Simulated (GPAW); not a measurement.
# ZrC (Fm-3m) in GPAW: settings compared

One crystal, ZrC, is run at these levels: RPBE+D3(BJ), RPBE+D4; tasks: relaxation of cell and atoms.

Program: GPAW 26.7.0. These are calculated values, not measurements. Logs are shortened: lines on timing, memory, paths and dates and some standing lists are left out, and cuts for length are marked. The log counts tension as positive stress, the text compression.

## (1) The structure

Symmetry: Fm-3m, No. 225, cubic system. Conventional cell: a = 4.730 Å, b = 4.730 Å, c = 4.730 Å, α = 90.00°, β = 90.00°, γ = 90.00°. Zr (site symmetry m-3m) is surrounded by 6 C at 2.37 Å. C (site symmetry m-3m) is surrounded by 6 Zr at 2.37 Å.

## (2) Relaxation of cell and atoms, RPBE+D3(BJ)

run.py reads:

```python
from ase import Atoms
from ase.calculators.mixing import SumCalculator
from ase.filters import FrechetCellFilter
from ase.io import write
from ase.optimize import LBFGS
from dftd3.ase import DFTD3
from gpaw import GPAW, PW

atoms = Atoms(['Zr', 'C'],
              cell=[[0.0, 2.365, 2.365],
                    [2.365, 0.0, 2.365],
                    [2.365, 2.365, 0.0]],
              scaled_positions=[[0.5, 0.5, 0.5],
                                [0.0, 0.0, 0.0]],
              pbc=True)

calc = GPAW(mode=PW(800),
            xc='RPBE',
            kpts={'size': (10, 10, 10), 'gamma': True},
            occupations={'name': 'fermi-dirac', 'width': 0.05},
            nbands=18,
            convergence={'density': 1e-05, 'forces': 0.0001},
            maxiter=150,
            txt='gpaw.txt')
atoms.calc = SumCalculator([calc, DFTD3(method='rpbe', damping='d3bj')])
opt = LBFGS(FrechetCellFilter(atoms), trajectory='relax.traj', logfile='-')
done = opt.run(fmax=0.05, steps=100)
calc.write('gs.gpw')
write('result.traj', atoms)
print('Converged:', done)
print('Cell:', atoms.cell.cellpar().round(4))
print('Volume:', round(atoms.get_volume(), 4))
print(atoms.get_scaled_positions().round(5))
```

Potentials or basis: the program's PAW data sets (release 1.2.1) made for this functional, pw.

Command:

```sh
OMP_NUM_THREADS=1 python run.py
```

gpaw.txt:

```text
__  _  _
 | _ |_)|_||  |
 |__||  | ||/\| - 26.7.0

Input parameters:
  mode=PW(ecut=800.0),
  convergence={'density': 1e-05, 'forces': 0.0001},
  kpts=MonkhorstPack(size=(10, 10, 10), gamma=True),
  maxiter=150,
  nbands=18,
  occupations=Occupations(name='fermi-dirac', width=0.05),
  xc=XC(name='RPBE')

Diagonalizing LCAO Hamiltonian
Converting LCAO to pw mode

               Zr

       C

Atoms  # Å, Bohr magnetons
|   | symbol |        x |        y |        z |    initial magnetic moments |
|---|--------|----------|----------|----------|-----------------------------|
| 0 |     Zr | 2.365000 | 2.365000 | 2.365000 | ( 0.0000,  0.0000,  0.0000) |
| 1 |      C | 0.000000 | 0.000000 | 0.000000 | ( 0.0000,  0.0000,  0.0000) |

Unit cell  # Å
| periodic |        x |        y |        z |  lengths |    angles |
|----------|----------|----------|----------|----------|-----------|
|      yes | 0.000000 | 2.365000 | 2.365000 | 3.344615 | 60.000000 |
|      yes | 2.365000 | 0.000000 | 2.365000 | 3.344615 | 60.000000 |
|      yes | 2.365000 | 2.365000 | 0.000000 | 3.344615 | 60.000000 |

Number of symmetries: 48
Symmetry operations  # r_c * U_cc + t_c -> r_c
|    | kind |            matrix            |
|----|------|------------------------------|
|  0 |  σ   |  1, 0, 0,  1, 0,-1,  1,-1, 0 |
|  1 |  C2  |  1, 0, 0,  1,-1, 0,  1, 0,-1 |
|  2 |  E   |  1, 0, 0,  0, 1, 0,  0, 0, 1 |
|  3 |  σ   |  1, 0, 0,  0, 0, 1,  0, 1, 0 |
|  4 |  C4  |  1, 0,-1,  1, 0, 0,  1,-1, 0 |
|  5 |  S6  |  1, 0,-1,  1,-1, 0,  1, 0, 0 |
|  6 |  σ   |  1, 0,-1,  0, 1,-1,  0, 0,-1 |
|  7 |  C3  |  1, 0,-1,  0, 0,-1,  0, 1,-1 |
|  8 |  S6  |  1,-1, 0,  1, 0, 0,  1, 0,-1 |
|  9 |  C4  |  1,-1, 0,  1, 0,-1,  1, 0, 0 |
| 10 |  C3  |  1,-1, 0,  0,-1, 1,  0,-1, 0 |
| 11 |  σ   |  1,-1, 0,  0,-1, 0,  0,-1, 1 |
| 12 |  σ   |  0, 1, 0,  1, 0, 0,  0, 0, 1 |
| 13 |  C4  |  0, 1, 0,  0, 1,-1, -1, 1, 0 |
| 14 |  C3  |  0, 1, 0,  0, 0, 1,  1, 0, 0 |
| 15 |  S6  |  0, 1, 0, -1, 1, 0,  0, 1,-1 |
| 16 |  C2  |  0, 1,-1,  1, 0,-1,  0, 0,-1 |
| 17 |  σ   |  0, 1,-1,  0, 1, 0, -1, 1, 0 |
| 18 |  S4  |  0, 1,-1,  0, 0,-1,  1, 0,-1 |
| 19 |  C4  |  0, 1,-1, -1, 1, 0,  0, 1, 0 |
| 20 |  C3  |  0, 0, 1,  1, 0, 0,  0, 1, 0 |
| 21 |  σ   |  0, 0, 1,  0, 1, 0,  1, 0, 0 |
[... 192 lines left out ...]
Eigenvalues  # (at kpt = [0.000, 0.000, 0.000])
| band index |      eig [eV] | occ [0-2] |
|------------|---------------|-----------|
|          0 |       -37.897 |     2.000 |
|          1 |       -15.631 |     2.000 |
|          2 |       -15.631 |     2.000 |
|          3 |       -15.631 |     2.000 |
|          4 |        -0.964 |     2.000 |
|          5 |        11.260 |     0.000 |
|          6 |        11.260 |     0.000 |
|          7 |        11.260 |     0.000 |
|          8 |        11.429 |     0.000 |
|          9 |        11.429 |     0.000 |
|         10 |        11.429 |     0.000 |
|         11 |        13.079 |     0.000 |
|         12 |        13.079 |     0.000 |
|        ... |               |           |
|         17 |        32.286 |     0.000 |

No gap
No difference between direct/indirect transitions

Stress tensor  # eV/Ang^3
|        x |         y |         z |
|----------|-----------|-----------|
| 0.001971 |  0.000000 |  0.000000 |
| 0.000000 |  0.001971 | -0.000000 |
| 0.000000 | -0.000000 |  0.001971 |

Forces  # eV/Ang
|       x |       y |       z |
|---------|---------|---------|
| 0.00000 | 0.00000 | 0.00000 |  # Zr   0
| 0.00000 | 0.00000 | 0.00000 |  # C    1

Interpolating wave functions to new cell

               Zr

       C

Atoms  # Å, Bohr magnetons
|   | symbol |        x |        y |         z |    initial magnetic moments |
|---|--------|----------|----------|-----------|-----------------------------|
| 0 |     Zr | 2.318328 | 2.318328 |  2.318328 | ( 0.0000,  0.0000,  0.0000) |
| 1 |      C | 0.000000 | 0.000000 | -0.000000 | ( 0.0000,  0.0000,  0.0000) |

Unit cell  # Å
| periodic |         x |         y |        z |  lengths |    angles |
|----------|-----------|-----------|----------|----------|-----------|
|      yes | -0.000000 |  2.318328 | 2.318328 | 3.278611 | 60.000000 |
|      yes |  2.318328 | -0.000000 | 2.318328 | 3.278611 | 60.000000 |
|      yes |  2.318328 |  2.318328 | 0.000000 | 3.278611 | 60.000000 |

Number of symmetries: 48
Symmetry operations  # r_c * U_cc + t_c -> r_c
|    | kind |            matrix            |
|----|------|------------------------------|
|  0 |  σ   |  1, 0, 0,  1, 0,-1,  1,-1, 0 |
|  1 |  C2  |  1, 0, 0,  1,-1, 0,  1, 0,-1 |
|  2 |  E   |  1, 0, 0,  0, 1, 0,  0, 0, 1 |
|  3 |  σ   |  1, 0, 0,  0, 0, 1,  0, 1, 0 |
|  4 |  C4  |  1, 0,-1,  1, 0, 0,  1,-1, 0 |
|  5 |  S6  |  1, 0,-1,  1,-1, 0,  1, 0, 0 |
|  6 |  σ   |  1, 0,-1,  0, 1,-1,  0, 0,-1 |
|  7 |  C3  |  1, 0,-1,  0, 0,-1,  0, 1,-1 |
|  8 |  S6  |  1,-1, 0,  1, 0, 0,  1, 0,-1 |
|  9 |  C4  |  1,-1, 0,  1, 0,-1,  1, 0, 0 |
| 10 |  C3  |  1,-1, 0,  0,-1, 1,  0,-1, 0 |
| 11 |  σ   |  1,-1, 0,  0,-1, 0,  0,-1, 1 |
| 12 |  σ   |  0, 1, 0,  1, 0, 0,  0, 0, 1 |
| 13 |  C4  |  0, 1, 0,  0, 1,-1, -1, 1, 0 |
| 14 |  C3  |  0, 1, 0,  0, 0, 1,  1, 0, 0 |
| 15 |  S6  |  0, 1, 0, -1, 1, 0,  0, 1,-1 |
| 16 |  C2  |  0, 1,-1,  1, 0,-1,  0, 0,-1 |
| 17 |  σ   |  0, 1,-1,  0, 1, 0, -1, 1, 0 |
| 18 |  S4  |  0, 1,-1,  0, 0,-1,  1, 0,-1 |
| 19 |  C4  |  0, 1,-1, -1, 1, 0,  0, 1, 0 |
| 20 |  C3  |  0, 0, 1,  1, 0, 0,  0, 1, 0 |
| 21 |  σ   |  0, 0, 1,  0, 1, 0,  1, 0, 0 |
[... 211 lines left out ...]
No gap
No difference between direct/indirect transitions

Stress tensor  # eV/Ang^3
|         x |         y |         z |
|-----------|-----------|-----------|
| -0.087585 |  0.000000 |  0.000000 |
|  0.000000 | -0.087585 | -0.000000 |
|  0.000000 | -0.000000 | -0.087585 |

Forces  # eV/Ang
|       x |        y |        z |
|---------|----------|----------|
| 0.00000 | -0.00000 |  0.00000 |  # Zr   0
| 0.00000 |  0.00000 | -0.00000 |  # C    1

Interpolating wave functions to new cell

              Zr

       C

Atoms  # Å, Bohr magnetons
|   | symbol |         x |        y |         z |    initial magnetic moments |
|---|--------|-----------|----------|-----------|-----------------------------|
| 0 |     Zr |  2.240470 | 2.240470 |  2.240470 | ( 0.0000,  0.0000,  0.0000) |
| 1 |      C | -0.000000 | 0.000000 | -0.000000 | ( 0.0000,  0.0000,  0.0000) |

Unit cell  # Å
| periodic |        x |         y |        z |  lengths |    angles |
|----------|----------|-----------|----------|----------|-----------|
|      yes | 0.000000 |  2.240470 | 2.240470 | 3.168503 | 60.000000 |
|      yes | 2.240470 | -0.000000 | 2.240470 | 3.168503 | 60.000000 |
|      yes | 2.240470 |  2.240470 | 0.000000 | 3.168503 | 60.000000 |

Number of symmetries: 48
Symmetry operations  # r_c * U_cc + t_c -> r_c
|    | kind |            matrix            |
|----|------|------------------------------|
|  0 |  σ   |  1, 0, 0,  1, 0,-1,  1,-1, 0 |
|  1 |  C2  |  1, 0, 0,  1,-1, 0,  1, 0,-1 |
|  2 |  E   |  1, 0, 0,  0, 1, 0,  0, 0, 1 |
|  3 |  σ   |  1, 0, 0,  0, 0, 1,  0, 1, 0 |
|  4 |  C4  |  1, 0,-1,  1, 0, 0,  1,-1, 0 |
|  5 |  S6  |  1, 0,-1,  1,-1, 0,  1, 0, 0 |
|  6 |  σ   |  1, 0,-1,  0, 1,-1,  0, 0,-1 |
|  7 |  C3  |  1, 0,-1,  0, 0,-1,  0, 1,-1 |
|  8 |  S6  |  1,-1, 0,  1, 0, 0,  1, 0,-1 |
|  9 |  C4  |  1,-1, 0,  1, 0,-1,  1, 0, 0 |
| 10 |  C3  |  1,-1, 0,  0,-1, 1,  0,-1, 0 |
| 11 |  σ   |  1,-1, 0,  0,-1, 0,  0,-1, 1 |
| 12 |  σ   |  0, 1, 0,  1, 0, 0,  0, 0, 1 |
| 13 |  C4  |  0, 1, 0,  0, 1,-1, -1, 1, 0 |
| 14 |  C3  |  0, 1, 0,  0, 0, 1,  1, 0, 0 |
| 15 |  S6  |  0, 1, 0, -1, 1, 0,  0, 1,-1 |
| 16 |  C2  |  0, 1,-1,  1, 0,-1,  0, 0,-1 |
| 17 |  σ   |  0, 1,-1,  0, 1, 0, -1, 1, 0 |
| 18 |  S4  |  0, 1,-1,  0, 0,-1,  1, 0,-1 |
| 19 |  C4  |  0, 1,-1, -1, 1, 0,  0, 1, 0 |
| 20 |  C3  |  0, 0, 1,  1, 0, 0,  0, 1, 0 |
| 21 |  σ   |  0, 0, 1,  0, 1, 0,  1, 0, 0 |
[... 211 lines left out ...]
No gap
No difference between direct/indirect transitions

Stress tensor  # eV/Ang^3
|         x |         y |         z |
|-----------|-----------|-----------|
| -0.296337 |  0.000000 |  0.000000 |
|  0.000000 | -0.296337 |  0.000000 |
|  0.000000 |  0.000000 | -0.296337 |

Forces  # eV/Ang
|       x |       y |        z |
|---------|---------|----------|
| 0.00000 | 0.00000 |  0.00000 |  # Zr   0
| 0.00000 | 0.00000 | -0.00000 |  # C    1

Interpolating wave functions to new cell

              Zr

       C

Atoms  # Å, Bohr magnetons
|   | symbol |        x |        y |        z |    initial magnetic moments |
|---|--------|----------|----------|----------|-----------------------------|
| 0 |     Zr | 2.252486 | 2.252486 | 2.252486 | ( 0.0000,  0.0000,  0.0000) |
| 1 |      C | 0.000000 | 0.000000 | 0.000000 | ( 0.0000,  0.0000,  0.0000) |

Unit cell  # Å
| periodic |        x |         y |         z |  lengths |    angles |
|----------|----------|-----------|-----------|----------|-----------|
|      yes | 0.000000 |  2.252486 |  2.252486 | 3.185496 | 60.000000 |
|      yes | 2.252486 | -0.000000 |  2.252486 | 3.185496 | 60.000000 |
|      yes | 2.252486 |  2.252486 | -0.000000 | 3.185496 | 60.000000 |

Number of symmetries: 48
Symmetry operations  # r_c * U_cc + t_c -> r_c
|    | kind |            matrix            |
|----|------|------------------------------|
|  0 |  σ   |  1, 0, 0,  1, 0,-1,  1,-1, 0 |
|  1 |  C2  |  1, 0, 0,  1,-1, 0,  1, 0,-1 |
|  2 |  E   |  1, 0, 0,  0, 1, 0,  0, 0, 1 |
|  3 |  σ   |  1, 0, 0,  0, 0, 1,  0, 1, 0 |
|  4 |  C4  |  1, 0,-1,  1, 0, 0,  1,-1, 0 |
|  5 |  S6  |  1, 0,-1,  1,-1, 0,  1, 0, 0 |
|  6 |  σ   |  1, 0,-1,  0, 1,-1,  0, 0,-1 |
|  7 |  C3  |  1, 0,-1,  0, 0,-1,  0, 1,-1 |
|  8 |  S6  |  1,-1, 0,  1, 0, 0,  1, 0,-1 |
|  9 |  C4  |  1,-1, 0,  1, 0,-1,  1, 0, 0 |
| 10 |  C3  |  1,-1, 0,  0,-1, 1,  0,-1, 0 |
| 11 |  σ   |  1,-1, 0,  0,-1, 0,  0,-1, 1 |
| 12 |  σ   |  0, 1, 0,  1, 0, 0,  0, 0, 1 |
| 13 |  C4  |  0, 1, 0,  0, 1,-1, -1, 1, 0 |
| 14 |  C3  |  0, 1, 0,  0, 0, 1,  1, 0, 0 |
| 15 |  S6  |  0, 1, 0, -1, 1, 0,  0, 1,-1 |
| 16 |  C2  |  0, 1,-1,  1, 0,-1,  0, 0,-1 |
| 17 |  σ   |  0, 1,-1,  0, 1, 0, -1, 1, 0 |
| 18 |  S4  |  0, 1,-1,  0, 0,-1,  1, 0,-1 |
| 19 |  C4  |  0, 1,-1, -1, 1, 0,  0, 1, 0 |
| 20 |  C3  |  0, 0, 1,  1, 0, 0,  0, 1, 0 |
| 21 |  σ   |  0, 0, 1,  0, 1, 0,  1, 0, 0 |
[... 210 lines left out ...]
No gap
No difference between direct/indirect transitions

Stress tensor  # eV/Ang^3
|         x |         y |         z |
|-----------|-----------|-----------|
| -0.258422 | -0.000000 |  0.000000 |
| -0.000000 | -0.258422 |  0.000000 |
|  0.000000 |  0.000000 | -0.258422 |

Forces  # eV/Ang
|       x |        y |        z |
|---------|----------|----------|
| 0.00000 |  0.00000 | -0.00000 |  # Zr   0
| 0.00000 | -0.00000 | -0.00000 |  # C    1

# Writing to gs.gpw (mode='')
```

Run time: 98 s. Hardware: 1 thread of Arm Neoverse V1, shared host; peak memory 0.24 GiB.

Results:

```yaml
Free_energy: -22.5433 eV
Relaxed_volume: 11.43 Å³/atom
Relaxed_cell: a = 3.185 Å, b = 3.185 Å, c = 3.185 Å, α = 60.00°, β = 60.00°, γ = 60.00°
Space_group_after_relaxing_to_0.05_Å: Fm-3m (No. 225)
Energy_gained_by_relaxing: 214.2 meV/atom
Ionic_steps: 4
Pressure_after_relaxing: -0.4 GPa
Band_gap_on_the_k_mesh: none (metal or under the smearing width)
Dispersion_energy_per_atom: -2.722 eV
```

Step by step:
| step | energy change (eV) | largest force (eV/Å) | pressure (GPa) | volume (Å³) |
| --- | --- | --- | --- | --- |
| 1 | 0.0000 | 0.0000 | -33.80 | 26.46 |
| 2 | -0.2720 | 0.0000 | -22.66 | 24.92 |
| 3 | -0.4232 | 0.0000 | 4.66 | 22.49 |
| 4 | -0.4284 | 0.0000 | -0.39 | 22.86 |

Final structure:
```
Zr C
1.0
     0.00000    2.25249    2.25249
     2.25249    0.00000    2.25249
     2.25249    2.25249    0.00000
Zr C
1 1
Cartesian
  2.2525 2.2525 2.2525
  0.0000 0.0000 0.0000
```

Caveat: later steps reuse the first step's grids; the volume moved by -14 % from the deposited cell, more than functionals usually miss; pairwise dispersion overbinds metals, which lowers pressure and volume.

## (3) Relaxation of cell and atoms, RPBE+D4

run.py reads:

```python
from ase.calculators.mixing import SumCalculator
from ase.filters import FrechetCellFilter
from ase.io import read, write
from ase.optimize import BFGS
from dftd4.ase import DFTD4
from gpaw import GPAW, PW

atoms = read('POSCAR')

calc = GPAW(mode=PW(800),
            xc='RPBE',
            kpts={'size': (10, 10, 10), 'gamma': True},
            occupations={'name': 'fermi-dirac', 'width': 0.05},
            nbands=18,
            convergence={'density': 1e-05, 'forces': 0.0001},
            maxiter=150,
            txt='gpaw.txt')
atoms.calc = SumCalculator([calc, DFTD4(method='rpbe')])
opt = BFGS(FrechetCellFilter(atoms), trajectory='relax.traj', logfile='-')
done = opt.run(fmax=0.02, steps=100)
calc.write('gs.gpw')
write('result.traj', atoms)
print('Converged:', done)
print('Cell:', atoms.cell.cellpar().round(4))
print('Volume:', round(atoms.get_volume(), 4))
print(atoms.get_scaled_positions().round(5))
```

POSCAR reads:

```
ZrC
1.0
    0.0000000000      2.3650000000      2.3650000000
    2.3650000000      0.0000000000      2.3650000000
    2.3650000000      2.3650000000      0.0000000000
Zr C
1 1
Direct
    0.5000000000      0.5000000000      0.5000000000
    0.0000000000      0.0000000000      0.0000000000
```

Potentials or basis: the program's PAW data sets (release 1.2.1) made for this functional, pw.

Command:

```sh
OMP_NUM_THREADS=1 python run.py
```

Run time: 2.7 min. Hardware: 1 thread of Arm Neoverse V1, shared host; peak memory 0.28 GiB.

It converged, with:

```
Free energy                            : -18.4610 eV
Relaxed volume                         : 12.80 Å³/atom
Relaxed cell                           : a = 3.308 Å, b = 3.308 Å, c = 3.308 Å, α = 60.00°, β = 60.00°, γ = 60.00°
Space group after relaxing (to 0.05 Å) : Fm-3m (No. 225)
Energy gained by relaxing              : 8.8 meV/atom
Ionic steps                            : 3
Pressure after relaxing                : 0.2 GPa
Band gap on the k mesh                 : none (metal or under the smearing width)
Dispersion energy per atom             : -0.485 eV
```

The path:
```
step  energy change (eV)  largest force (eV/Å)  pressure (GPa)  volume (Å³)
   1              0.0000                0.0000           -6.83        26.46
   2             -0.0108                0.0000           -4.40        26.14
   3             -0.0176                0.0000            0.16        25.59
```

Final structure:
```xyz
2
Lattice="0.0000 2.3390 2.3390 2.3390 0.0000 2.3390 2.3390 2.3390 0.0000" Properties=species:S:1:pos:R:3 pbc="T T T"
Zr    2.3390    2.3390    2.3390
C     0.0000    0.0000    0.0000
```

Levels at points of the mesh, in eV from the Fermi level:
| k point | band 5 | band 6 | band 7 | band 8 | band 9 | band 10 | band 11 | band 12 |
| --- | --- | --- | --- | --- | --- | --- | --- | --- |
| (0.00, 0.00, 0.00) | -11.42 | 0.93 | 0.93 | 0.93 | 1.10 | 1.10 | 1.10 | 2.84 |
| (0.50, 0.00, 0.00) | -8.31 | -5.35 | -2.98 | -2.98 | 4.57 | 4.57 | 5.42 | 6.58 |
| (0.50, 0.50, 0.00) | -10.26 | -2.07 | -1.79 | 0.06 | 0.06 | 4.50 | 5.75 | 5.75 |
| (0.50, 0.50, 0.50) | -8.31 | -5.35 | -2.98 | -2.98 | 4.57 | 4.57 | 5.42 | 6.58 |

Caveat: later steps reuse the first step's grids; pairwise dispersion overbinds metals, which lowers pressure and volume.
